**Q:** I gave the same HfO₂ cell to seven density functionals, with every atom in the same place. One says the crystal is stretched, the others say it is squeezed. Has the material changed its electronic state between runs?

GPAW 26.7.0 plane-wave PAW DFT, without spin polarisation or dispersion correction, for the same fixed 6-atom cell of HfO₂ (space group P4₂/nmc) in every row. The runs use an 800 eV cutoff, a 7 × 7 × 5 k-point mesh and Fermi–Dirac smearing of 0.05 eV. Pressure and stress are positive in compression.

```
functional                                           potentials  pressure (GPa)  stress xx (GPa)  stress yy (GPa)  stress zz (GPa)
       LDA                 GPAW-PAW-data-sets-(gpaw-data-1.2.1)          -5.520           -5.310           -5.310           -5.930
       PBE                 GPAW-PAW-data-sets-(gpaw-data-1.2.1)          10.510           11.060           11.060            9.400
    PBEsol  PAW-data-sets-made-by gpaw-setup-for-the-functional           2.430            2.900            2.900            1.480
    revPBE                 GPAW-PAW-data-sets-(gpaw-data-1.2.1)          14.880           15.540           15.540           13.560
      BLYP  PAW-data-sets-made-by gpaw-setup-for-the-functional          15.090           15.430           15.430           14.420
      AM05  PAW-data-sets-made-by gpaw-setup-for-the-functional           2.800            3.260            3.260            1.870
      TPSS                 GPAW-PAW-data-sets-(gpaw-data-1.2.1)           8.060            8.890            8.890            6.390
```

**A:** No, it is an insulator in every row, with a gap between 4.6 and 4.9 eV. What changes is the volume that each functional prefers. Positive pressure means that the cell would expand if released, negative pressure that it would shrink. LDA alone wants a smaller cell, while PBE, at 10.5 GPa, wants a clearly larger one.

**Q:** Is 10 GPa a large disagreement?

**A:** Dividing pressure by a bulk modulus of roughly 200 GPa, a recalled value, turns it into a volume change. PBE would then expand the cell by about 5%, and LDA would shrink it by about 3%. Oxide is stiff, so a modest difference in preferred volume appears as a large pressure. Strain should therefore be counted from the relaxed cell of the functional in use, or this offset will be mistaken for a real load.

**Q:** Why does PBE push outward where LDA pulls inward?

**A:** LDA takes the exchange energy at each point from a uniform electron gas of the same density. PBE multiplies that energy by a factor F, which grows with the reduced gradient s, a measure of how sharply the density varies relative to its size. When atoms move apart, the density between them thins out and s is expected to rise on average; these runs do not report s itself. Exchange energy is negative, so a larger F lowers the energy of the expanded crystal, and that adds outward pressure.

A diatomic molecule such as N₂ shows the same preference: LDA binds it too strongly, and gradient corrections weaken the bond. The likeness covers only the direction of the effect, because a crystal's pressure also depends on how all its neighbours move together.

**Q:** Then why does revPBE push harder still? I thought it was nearly PBE.

**A:** It differs in one constant. Both use F = 1 + κ − κ/(1 + μs²/κ), where μ sets the initial rise and κ the ceiling. revPBE has the higher ceiling, so its F keeps climbing where that of PBE begins to level off. The extra pressure should follow the slope of F with respect to s², which is μ/(1 + μs²/κ)², if the crystal's gradients respond to expansion alike in both cases.

Take s = 1 as a trial value and rounded, recalled constants: μ = 0.22 for both, and κ = 0.80 for PBE and 1.2 for revPBE. The ratio of slopes is (1.275/1.183)² ≈ 1.16. The computed step from LDA to PBE is 16.0 GPa, so revPBE should lie 1.16 × 16.0 ≈ 18.6 GPa above LDA, at about 13.1 GPa.

**Q:** The table says 14.9 GPa. Does the same formula work for PBEsol?

**A:** It gets the direction right but not the size. PBEsol has a smaller μ, about 0.12, so its outward push should be weaker than that of PBE. The formula gives 5.2 GPa, against 2.4 GPa in the table. Keeping only μ and ignoring the ceiling gives a closer 3.2 GPa, but then revPBE could not differ from PBE at all.

LDA and PBE set the scale of both estimates; PBEsol and revPBE were not used to set it, as the program's output below shows. A single s stands in for a whole crystal, and no choice of it fits both rows: a larger s raises the estimate for revPBE towards the table but carries PBEsol further from it, and PBEsol's share of the step, about 50%, lies below even the ratio of the μ values, about 55%. The gradient part of correlation, which partly opposes exchange, is left out. Including it is expected to move both estimates the right way, since revPBE shares it with PBE, while PBEsol weakens it less than it weakens exchange. PBEsol also uses separately generated atomic data sets, whose share of the miss is unknown.

**Q:** Where do the other three belong?

**A:** AM05 was designed, like PBEsol, with solids and surfaces in view, and it lands close by. BLYP has exchange that rises steeply with the gradient, which fits its place beside revPBE, though its correlation is built differently. TPSS also uses the kinetic-energy density, so the formula above does not apply; it lies 2.5 GPa below PBE. These placings are reasoned from how the functionals are built, with no separate test here. BLYP and AM05 also use separately generated atomic data sets, and TPSS probably uses sets made for PBE. The effect of this is unknown, so the small differences within the pairs AM05 and PBEsol, and BLYP and revPBE, should not be interpreted.

**Q:** BLYP has the highest pressure, yet its stress is among the most even. TPSS has only a middling pressure and the most uneven stress. Why?

**A:** The unevenness, stress xx minus stress zz, rises with the pressure along LDA, PBEsol, PBE and revPBE, but BLYP and TPSS break that order. Over all seven rows it rises in exactly the same order as the force left on the oxygen atoms along z, from LDA to TPSS. That force is 0.15 eV/Å in BLYP and 0.38 eV/Å in TPSS. The oxygen positions were held fixed, and a link is expected from the geometry. Each oxygen has two short bonds to hafnium, lying closer to the xy plane, and two longer ones, tilted more towards z. A functional that pushes harder along the short bonds than along the long ones both drives the oxygen along z and loads xx more than zz, whereas the pressure adds up the push along all bonds.

The uneven stress should therefore change once the oxygens move, and these runs do not tell in which direction. Relaxing them in the fixed cell would show it; until then, the stress difference should not be read as the cell shape that a functional prefers.

Output of the analysis:

```
Pressure, rough volume shift, anisotropy and oxygen force:
     row  P_GPa  rough_dV_percent  xx_minus_zz_GPa  O_force_eV_per_A
     LDA  -5.52             -2.76             0.62             0.054
     PBE  10.51             5.255             1.66             0.264
  PBEsol   2.43             1.215             1.42             0.208
  revPBE  14.88              7.44             1.98             0.323
    BLYP  15.09             7.545             1.01              0.15
    AM05    2.8               1.4             1.39             0.199
    TPSS   8.06              4.03              2.5             0.376
Span of pressure over all rows (GPa): 20.61
Smallest gap (eV): 4.56
Largest gap (eV): 4.85
Step LDA to PBE (GPa): 16.03
Step PBE to revPBE (GPa): 4.37
Step PBE to PBEsol (GPa): -8.08
PBEsol share of the LDA to PBE step (percent): 49.59
AM05 minus PBEsol (GPa): 0.37
BLYP minus revPBE (GPa): 0.21
TPSS minus PBE (GPa): -2.45
Model A (mu only) PBEsol pressure (GPa): 3.224
Model A PBEsol, prediction less computed (GPa): 0.7936
Model A revPBE, prediction less computed (GPa): -4.37
Model B (slope at s of one) PBEsol pressure (GPa): 5.228
Model B PBEsol, prediction less computed (GPa): 2.798
Model B revPBE pressure (GPa): 13.09
Model B revPBE, prediction less computed (GPa): -1.79
Rank correlation of anisotropy with oxygen force: 1
Rank correlation of anisotropy with pressure: 0.3214
```
